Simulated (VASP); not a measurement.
# CuI (F-43m) in VASP: a series of runs

Aim: see how the results for CuI move with the level of theory and the settings. Levels: PBE, HSE06. Tasks: band structure.

Program: VASP 6.6.1. These are calculated values, not measurements. Logs are shortened: lines on timing, memory, paths and dates and some standing lists are left out, and cuts for length are marked.

### 1 The crystal as given

Symmetry: F-43m, No. 216, cubic system. Conventional cell: a = 6.082 Å, b = 6.082 Å, c = 6.082 Å, α = 90.00°, β = 90.00°, γ = 90.00°. Cu (site symmetry -43m) is surrounded by 4 I at 2.63 Å. I (site symmetry -43m) is surrounded by 4 Cu at 2.63 Å.

### 2 Band structure, PBE, collinear spin, ferromagnetic start

The input, INCAR:

```
SYSTEM = CuI
PREC     = Accurate       ! precision mode
ENCUT    = 520            ! plane-wave cutoff, eV
EDIFF    = 1E-6           ! SCF threshold, eV
ISMEAR   = 0              ! smearing method
SIGMA    = 0.03           ! smearing width, eV
LREAL    = .False.        ! projectors in reciprocal space
LASPH    = .True.         ! aspherical terms in the spheres
NELM     = 150            ! most SCF steps
ALGO     = Normal         ! electronic algorithm
ISIF     = 2              ! what is computed and relaxed
LWAVE    = .False.        ! write WAVECAR
LCHARG   = .False.        ! write CHGCAR
ISPIN    = 2              ! spin polarisation
MAGMOM   = 1 0            ! initial moments
LORBIT   = 11             ! projections on sites
LMAXMIX  = 4              ! l up to which the mixer works
GGA      = PE             ! functional
NBANDS   = 20             ! bands
AMIX     = 0.2          
BMIX     = 1E-4         
AMIX_MAG = 0.8          
BMIX_MAG = 1E-4         
KPAR     = 2
```

The input, KPOINTS:

```
Automatic mesh
0
Gamma
  6 6 6
  0 0 0
```

The input, POSCAR:

```
CuI                                     
1.0
    0.0000000000      3.0409226542      3.0409226542
    3.0409226542      0.0000000000      3.0409226542
    3.0409226542      3.0409226542      0.0000000000
  Cu              I             
     1     1
Direct
     0.2500000000000000    0.2500000000000000    0.2500000000000000
     0.0000000000000000    1.0000000000000000    0.0000000000000000
```

The input, KPOINTS_OPT:

```
explicit points
9
Reciprocal
 0.0000000000  0.0000000000  0.0000000000 1
 0.3750000000  0.3750000000  0.7500000000 1
 0.5000000000  0.5000000000  0.5000000000 1
 0.6250000000  0.2500000000  0.6250000000 1
 0.5000000000  0.2500000000  0.7500000000 1
 0.5000000000  0.0000000000  0.5000000000 1
 0.4000000000  0.0000000000  0.4000000000 1
 0.4250000000  0.0000000000  0.4250000000 1
 0.4500000000  0.0000000000  0.4500000000 1
```

Potentials or basis: VASP PAW PBE potentials, release 64 (Cu, I).

On the command line:

```
> cat potpaw_PBE.64/Cu/POTCAR potpaw_PBE.64/I/POTCAR > POTCAR
> mpirun -np 2 vasp_std > vasp.out
```

OUTCAR:

```text
SYSTEM = CuI
   PREC = Accurate
   ENCUT = 520
   EDIFF = 1E-6
   ISMEAR = 0
   LREAL = .False.
   LASPH = .True.
   NELM = 150
   ISIF = 2
   ISPIN = 2
   LORBIT = 11
   GGA = PE
   AMIX = 0.2
   AMIX_MAG = 0.8

 ion  position               nearest neighbor table
   1  0.250  0.250  0.250-   2 2.63   2 2.63   2 2.63   2 2.63
   2  0.000  0.000  0.000-   1 2.63   1 2.63   1 2.63   1 2.63

  LATTYP: Found a face centered cubic cell.
 ALAT       =     6.0818453084

  Lattice vectors:

 A1 = (   0.0000000000,   3.0409226542,   3.0409226542)
 A2 = (   3.0409226542,   0.0000000000,   3.0409226542)
 A3 = (   3.0409226542,   3.0409226542,   0.0000000000)

Analysis of symmetry for initial positions (statically):
=====================================================================
 Subroutine PRICEL returns:
 Original cell was already a primitive cell.

 Routine SETGRP: Setting up the symmetry group for a
 face centered cubic supercell.

 Subroutine GETGRP returns: Found 24 space group operations
 (whereof 24 operations were pure point group operations)
 out of a pool of 48 trial point group operations.

The static configuration has the point symmetry T_d .

Analysis of symmetry for dynamics (positions and initial velocities):
=====================================================================
 Subroutine PRICEL returns:
 Original cell was already a primitive cell.

 Routine SETGRP: Setting up the symmetry group for a
 face centered cubic supercell.

 Subroutine GETGRP returns: Found 24 space group operations
 (whereof 24 operations were pure point group operations)
 out of a pool of 48 trial point group operations.

The dynamic configuration has the point symmetry T_d .

Analysis of structural, dynamic, and magnetic symmetry:
=====================================================================
 Subroutine PRICEL returns:
 Original cell was already a primitive cell.

 Routine SETGRP: Setting up the symmetry group for a
 face centered cubic supercell.

 Subroutine GETGRP returns: Found 24 space group operations
 (whereof 24 operations were pure point group operations)
 out of a pool of 48 trial point group operations.

The overall configuration has the point symmetry T_d .

 Subroutine INISYM returns: Found 24 space group operations
 (whereof 24 operations are pure point group operations),
 and found     1 'primitive' translations

----------------------------------------------------------------------------------------

                                     Primitive cell

  volume of cell :      56.2401

  direct lattice vectors                    reciprocal lattice vectors
     0.000000000  3.040922654  3.040922654    -0.164423781  0.164423781  0.164423781
     3.040922654  0.000000000  3.040922654     0.164423781 -0.164423781  0.164423781
     3.040922654  3.040922654  0.000000000     0.164423781  0.164423781 -0.164423781

  length of vectors
     4.300514060  4.300514060  4.300514060     0.284790342  0.284790342  0.284790342

  position of ions in fractional coordinates (direct lattice)
     0.250000000  0.250000000  0.250000000
     0.000000000  0.000000000  0.000000000

  ion indices of the primitive-cell ions
   primitive index   ion index
                 1           1
                 2           2

----------------------------------------------------------------------------------------

 KPOINTS: Automatic mesh

Automatic generation of k-mesh.
 Grid dimensions read from file:
 generate k-points for:    6    6    6

 Generating k-lattice:

  Cartesian coordinates                     Fractional coordinates (reciprocal lattice)
    -0.027403963  0.027403963  0.027403963     0.166666667  0.000000000  0.000000000
     0.027403963 -0.027403963  0.027403963     0.000000000  0.166666667  0.000000000
     0.027403963  0.027403963 -0.027403963     0.000000000  0.000000000  0.166666667

  Length of vectors
     0.047465057  0.047465057  0.047465057

  Shift w.r.t. Gamma in fractional coordinates (k-lattice)
     0.000000000  0.000000000  0.000000000

 Subroutine IBZKPT returns following result:
 ===========================================

 Found     16 irreducible k-points:

 Following reciprocal coordinates:
            Coordinates               Weight
  0.000000  0.000000  0.000000      1.000000
  0.166667  0.000000  0.000000      8.000000
  0.333333  0.000000  0.000000      8.000000
  0.500000  0.000000  0.000000      4.000000
  0.166667  0.166667  0.000000      6.000000
  0.333333  0.166667  0.000000     24.000000
[... 8 lines left out ...]
 -0.333333  0.333333  0.166667     24.000000
 -0.333333  0.500000  0.166667     12.000000
   k-points           NKPTS =     16   k-points in BZ     NKDIM =     16   number of bands    NBANDS=     20
   number of dos      NEDOS =    301   number of ions     NIONS =      2
   total plane-waves  NPLWV =  32768
   dimension x,y,z NGX =    32 NGY =   32 NGZ =   32
   dimension x,y,z NGXF=    64 NGYF=   64 NGZF=   64
   ions per type =               1   1
   NGX,Y,Z   is equivalent  to a cutoff of  12.37, 12.37, 12.37 a.u.
   NGXF,Y,Z  is equivalent  to a cutoff of  24.74, 24.74, 24.74 a.u.
 SYSTEM =  CuI
   PREC   = accura    normal or accurate (medium, high low for compatibility)
   ISTART =      0    job   : 0-new  1-cont  2-samecut
   ICHARG =      2    charge: 1-file 2-atom 10-const
   ISPIN  =      2    spin polarized calculation?
   LNONCOLLINEAR =      F non collinear calculations
   LSORBIT =      F    spin-orbit coupling
   LASPH  =      T    aspherical Exc in radial PAW
   ENCUT  =  520.0 eV  38.22 Ry    6.18 a.u.   8.00  8.00  8.00*2*pi/ulx,y,z
   NELM   =    150;   NELMIN=  2; NELMDL= -5     # of ELM steps
   EDIFF  = 0.1E-05   stopping-criterion for ELM
   LREAL  =      F    real-space projection
   EDIFFG = 0.1E-04   stopping-criterion for IOM
   NSW    =      0    number of steps for IOM
   IBRION =     -1    ionic relax: 0-MD 1-quasi-New 2-CG
   NFREE  =      0    steps in history (QN), initial steepest desc. (CG)
   ISIF   =      2    stress and relaxation
   ISYM   =      2    0-nonsym 1-usesym 2-fastsym
   POTIM  = 0.5000    time-step for ionic-motion
   TEBEG  =    0.0;   TEEND  =   0.0 temperature during run
   PSTRESS=    0.0 pullay stress
   NELECT =      18.0000    total number of electrons
   NUPDOWN=      -1.0000    fix difference up-down
   EMIN   =  10.00;   EMAX   =-10.00  energy-range for DOS
   EFERMI =   0.00;   METHOD = LEGACY
   ISMEAR =     0;   SIGMA  =   0.03  broadening in eV -4-tet -1-fermi 0-gaus
   EFERMI_NEDOS =   21; number of points for ismear=-14 and -15
   IALGO  =     38    algorithm
   IMIX   =      4    mixing-type and parameters
     AMIX     =   0.20;   BMIX     =  0.00
     AMIX_MAG =   0.80;   BMIX_MAG =  0.00
  volume/ion in A,a.u.               =      28.12       189.76
  Fermi-wavevector in a.u.,A,eV,Ry     =   1.119825  2.116163 17.061826  1.254009
  Thomas-Fermi vector in A             =   2.256467
   LORBIT       =     11    0 simple, 1 ext, 2 COOP (PROOUT), +10 PAW based schemes
   GGA     = PE    functional components
   LHFCALC =     F    Hartree Fock is set to
   AEXX    =    0.0000 exact exchange contribution
   IVDW    =     0    specifies the selected vdW correction
   LEPSILON=     F    determine dielectric tensor
   LRPA    =     F    only Hartree local field effects (RPA)
 spin polarized calculation
 Gauss-broadening in eV      SIGMA  =   0.03
  energy-cutoff  :      520.00
  volume of cell :       56.24
 maximum number of plane-waves:      1527
   NGX = 15   NGY = 15   NGZ = 15

 number of electron      18.0000011 magnetization       0.0001431

 number of electron      18.0000011 magnetization      -0.0000349

 Free energy of the ion-electron system (eV)
  ---------------------------------------------------
  ext. energy  EPLUGINS =         0.00000000
  ---------------------------------------------------
  free energy    TOTEN  =        -5.56041718 eV

  energy without entropy =       -5.56041718  energy(sigma->0) =       -5.56041718

 E-fermi :   4.4654     XC(G=0):  -8.8933

 val. band max:        4.3319915196   @ k =   0.0000   0.0000   0.0000
 cond. band min:       5.4500967525   @ k =   0.0000   0.0000   0.0000
 fundamental gap:      1.1181052329
 Fermi energy:         4.4653721076

 spin component 1

 k-point     1 :       0.0000    0.0000    0.0000
  band No.  band energies     occupation
      1      -9.6297      1.00000
      2       0.7346      1.00000
      3       0.7346      1.00000
      4       0.7346      1.00000
      5       2.5188      1.00000
      6       2.5188      1.00000
[... 12 lines left out ...]
     19      15.1743      0.00000
     20      18.1095      0.00000

 k-point     2 :       0.1667    0.0000    0.0000
  band No.  band energies     occupation
      1      -9.5075      1.00000
      2       0.2325      1.00000
      3       0.7432      1.00000
      4       0.7432      1.00000
      5       2.5102      1.00000
      6       2.5102      1.00000
[... 12 lines left out ...]
     19      16.9953      0.00000
     20      19.9493      0.00000
[... 280 lines left out ...]
      2      -0.8027      1.00000
      3      -0.0335      1.00000
      4       0.6459      1.00000
      5       2.4299      1.00000
      6       2.5209      1.00000
[... 12 lines left out ...]
     19      19.6681      0.00000
     20      20.0814      0.00000

 k-point    16 :      -0.3333    0.5000    0.1667
  band No.  band energies     occupation
      1      -8.9065      1.00000
      2      -0.8986      1.00000
      3       0.1040      1.00000
      4       0.5539      1.00000
      5       2.4740      1.00000
      6       2.4810      1.00000
[... 12 lines left out ...]
     19      20.2070      0.00000
     20      20.4591      0.00000
 Fermi energy:         4.4653721076

 spin component 2

 k-point     1 :       0.0000    0.0000    0.0000
  band No.  band energies     occupation
      1      -9.6298      1.00000
      2       0.7346      1.00000
      3       0.7346      1.00000
      4       0.7346      1.00000
      5       2.5188      1.00000
      6       2.5188      1.00000
[... 12 lines left out ...]
     19      15.1743      0.00000
     20      18.1095      0.00000

 k-point     2 :       0.1667    0.0000    0.0000
  band No.  band energies     occupation
      1      -9.5075      1.00000
      2       0.2325      1.00000
      3       0.7432      1.00000
      4       0.7432      1.00000
      5       2.5101      1.00000
      6       2.5101      1.00000
[... 12 lines left out ...]
     19      16.9954      0.00000
     20      19.9494      0.00000
[... 281 lines left out ...]
      3      -0.0335      1.00000
      4       0.6459      1.00000
      5       2.4299      1.00000
      6       2.5209      1.00000
[... 12 lines left out ...]
     19      19.6681      0.00000
     20      20.0814      0.00000

 k-point    16 :      -0.3333    0.5000    0.1667
  band No.  band energies     occupation
      1      -8.9065      1.00000
      2      -0.8986      1.00000
      3       0.1040      1.00000
      4       0.5539      1.00000
      5       2.4740      1.00000
      6       2.4810      1.00000
[... 12 lines left out ...]
     19      20.2070      0.00000
     20      20.4587      0.00000

------------------------ aborting loop because EDIFF is reached ----------------------------------------

  FORCE on cell =-STRESS in cart. coord.  units (eV):
  Direction    XX          YY          ZZ          XY          YZ          ZX
  --------------------------------------------------------------------------------------
  -------------------------------------------------------------------------------------
  Total       -0.0200265     -0.0200265     -0.0200265      0.0000000      0.0000000      0.0000000
  in kB       -0.5705169     -0.5705169     -0.5705169      0.0000000      0.0000000      0.0000000
  external PRESSURE =      -0.5705169 kB  Pullay stress =       0.0000000 kB

 VOLUME and BASIS-vectors are now :
 -----------------------------------------------------------------------------
  energy-cutoff  :      520.00
  volume of cell :       56.24
      direct lattice vectors                 reciprocal lattice vectors
     0.000000000  3.040922654  3.040922654    -0.164423781  0.164423781  0.164423781
     3.040922654  0.000000000  3.040922654     0.164423781 -0.164423781  0.164423781
     3.040922654  3.040922654  0.000000000     0.164423781  0.164423781 -0.164423781

 POSITION                                       TOTAL-FORCE (eV/Angst)
 -----------------------------------------------------------------------------------
      1.52046      1.52046      1.52046         0.000000      0.000000     -0.000000
      0.00000      0.00000      0.00000        -0.000000     -0.000000      0.000000
 -----------------------------------------------------------------------------------
    total drift:                                0.000001      0.000001      0.000001

  FREE ENERGIE OF THE ION-ELECTRON SYSTEM (eV)
  ---------------------------------------------------
  free  energy   TOTEN  =        -5.5604171818 eV

  energy  without entropy=       -5.5604171818  energy(sigma->0) =       -5.56041718

 total charge

# of ion       s       p       d       tot
------------------------------------------
    1        0.323   0.255   9.335   9.914
    2        1.493   2.759   0.052   4.304
--------------------------------------------------
tot          1.816   3.015   9.387  14.218

 magnetization (x)

# of ion       s       p       d       tot
------------------------------------------
    1        0.000   0.000  -0.000   0.000
    2        0.000  -0.000   0.000   0.000
--------------------------------------------------
tot          0.000   0.000  -0.000   0.000
```

It took 15 s on 2 MPI ranks of Intel Xeon 6975P-C (Granite Rapids), shared host; peak memory 0.21 GiB.

Results:

```yaml
Free_energy: -5.5604 eV
Pressure: -0.1 GPa
Band_gap_on_the_k_mesh: 1.12 eV, direct
Band_gap_along_the_path: 1.12 eV, direct
Net_moment: 0.00 μB per cell
Valence_electrons_inside_the_program's_atomic_spheres: Cu 9.91; I 4.30
```

Caveat: spin-orbit coupling is left out, which moves the levels of the heavy elements.

### 3 Band structure, HSE06, collinear spin, ferromagnetic start

POSCAR is that of step 2.

The input, INCAR.step1:

```
SYSTEM = CuI
PREC     = Accurate       ! precision mode
ENCUT    = 520            ! plane-wave cutoff, eV
EDIFF    = 1E-5           ! SCF threshold, eV
ISMEAR   = 0              ! smearing method
SIGMA    = 0.03           ! smearing width, eV
LREAL    = .False.        ! projectors in reciprocal space
LASPH    = .True.         ! aspherical terms in the spheres
NELM     = 150            ! most SCF steps
ALGO     = Normal         ! electronic algorithm
ISIF     = 2              ! what is computed and relaxed
LWAVE    = .True.         ! write WAVECAR
LCHARG   = .False.        ! write CHGCAR
ISPIN    = 2              ! spin polarisation
MAGMOM   = 1 0            ! initial moments
LORBIT   = 11             ! projections on sites
LMAXMIX  = 4              ! l up to which the mixer works
NBANDS   = 20             ! bands
AMIX     = 0.2          
BMIX     = 1E-4         
AMIX_MAG = 0.8          
BMIX_MAG = 1E-4         
KPAR     = 2            
GGA      = PE             ! functional
```

The input, INCAR.step2:

```
SYSTEM = CuI
PREC     = Accurate       ! precision mode
ENCUT    = 520            ! plane-wave cutoff, eV
EDIFF    = 1E-6           ! SCF threshold, eV
ISMEAR   = 0              ! smearing method
SIGMA    = 0.03           ! smearing width, eV
LREAL    = .False.        ! projectors in reciprocal space
LASPH    = .True.         ! aspherical terms in the spheres
NELM     = 150            ! most SCF steps
ALGO     = Normal         ! electronic algorithm
ISIF     = 2              ! what is computed and relaxed
LWAVE    = .False.        ! write WAVECAR
LCHARG   = .False.        ! write CHGCAR
ISPIN    = 2              ! spin polarisation
MAGMOM   = 1 0            ! initial moments
LORBIT   = 11             ! projections on sites
LMAXMIX  = 4              ! l up to which the mixer works
GGA      = PE             ! functional
LHFCALC  = .True.         ! exact exchange
HFSCREEN = 0.2            ! screening, 1/A
PRECFOCK = Fast         
NBANDS   = 20             ! bands
AMIX     = 0.2          
BMIX     = 1E-4         
AMIX_MAG = 0.8          
BMIX_MAG = 1E-4         
KPAR     = 2            
ISTART   = 1
```

KPOINTS is that of step 2.

KPOINTS_OPT is that of step 2.

Potentials or basis: VASP PAW PBE potentials, release 64 (Cu, I).

On the command line:

```
> cat potpaw_PBE.64/Cu/POTCAR potpaw_PBE.64/I/POTCAR > POTCAR
> cp INCAR.step1 INCAR
> mpirun -np 2 vasp_std > vasp.out
> cp INCAR.step2 INCAR
> mpirun -np 2 vasp_std > vasp.out
```

Run time: 32 min. Hardware: 2 MPI ranks of Intel Xeon 6975P-C (Granite Rapids), shared host; peak memory 0.37 GiB.

It converged, with:

```yaml
Free_energy: -6.4782 eV
Pressure: -0.2 GPa
Band_gap_on_the_k_mesh: 2.58 eV, direct
Band_gap_along_the_path: 2.58 eV, direct
Net_moment: 0.00 μB per cell
Valence_electrons_inside_the_program's_atomic_spheres: Cu 9.96; I 4.40
```

Levels at points of the mesh, in eV from the valence-band top:
Spin up:
```
           k point  band 7  band 8  band 9  band 10  band 11  band 12
(0.00, 0.00, 0.00)    0.00    0.00    0.00     2.58     6.34     6.34
(0.50, 0.00, 0.00)   -2.37   -0.82   -0.82     3.61     6.84     6.84
(0.50, 0.50, 0.00)   -2.25   -1.90   -1.90     3.93     4.29    10.82
```
Spin down:
```
           k point  band 5  band 6  band 7  band 8  band 9  band 10  band 11  band 12  band 13  band 14
(0.00, 0.00, 0.00)   -2.44   -2.44    0.00    0.00    0.00     2.58     6.34     6.34     6.34     9.88
(0.50, 0.00, 0.00)   -2.42   -2.42   -2.37   -0.82   -0.82     3.61     6.84     6.84     8.83    10.76
(0.50, 0.50, 0.00)   -2.44   -2.36   -2.25   -1.90   -1.90     3.93     4.29    10.82    11.54    11.54
```

Caveat: the PAW data sets were made with another functional, which shifts forces and pressure a little; spin-orbit coupling is left out, which moves the levels of the heavy elements.
